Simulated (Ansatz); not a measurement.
GaAs:

```xyz
2
Lattice="0.0000 2.8268 2.8268 2.8268 0.0000 2.8268 2.8268 2.8268 0.0000" Properties=species:S:1:pos:R:3 pbc="T T T"
As    4.2403    4.2403    4.2403
Ga    0.0000    0.0000    0.0000
```

```yaml
Program: Ansatz 0.2.0
Task: relaxation of cell and atoms
Functional: revPBE
Potentials_or_basis: all-electron LAPW, scalar-relativistic
Basis_error_allowed: 0.001 eV/atom
k_mesh: 8 × 8 × 8
Occupations: fermi-dirac, width 0.05 eV
Spin: no spin polarisation
```

At the start: volume 22.59 Å³/atom.

Question: Where does the relaxation end?

Answer: Over 5 steps the energy falls by 22.4 meV/atom and the volume is 24.23 Å³/atom (+7.3 %); space group F-43m (No. 216, to 0.05 Å).

Step by step:
| step | energy change (eV) | largest force (eV/Å) | volume (Å³) |
| --- | --- | --- | --- |
| 1 | 0.0000 | 0.0000 | 45.18 |
| 2 | -0.0426 | 0.0000 | 47.71 |
| 3 | -0.0447 | 0.0000 | 48.36 |
| 4 | -0.0447 | 0.0000 | 48.47 |
| 5 | -0.0447 | 0.0000 | 48.47 |

Final structure:
```
As Ga
1.0
     0.00000    2.89378    2.89378
     2.89378    0.00000    2.89378
     2.89378    2.89378    0.00000
As Ga
1 1
Cartesian
  4.3407 4.3407 4.3407
  0.0000 0.0000 0.0000
```
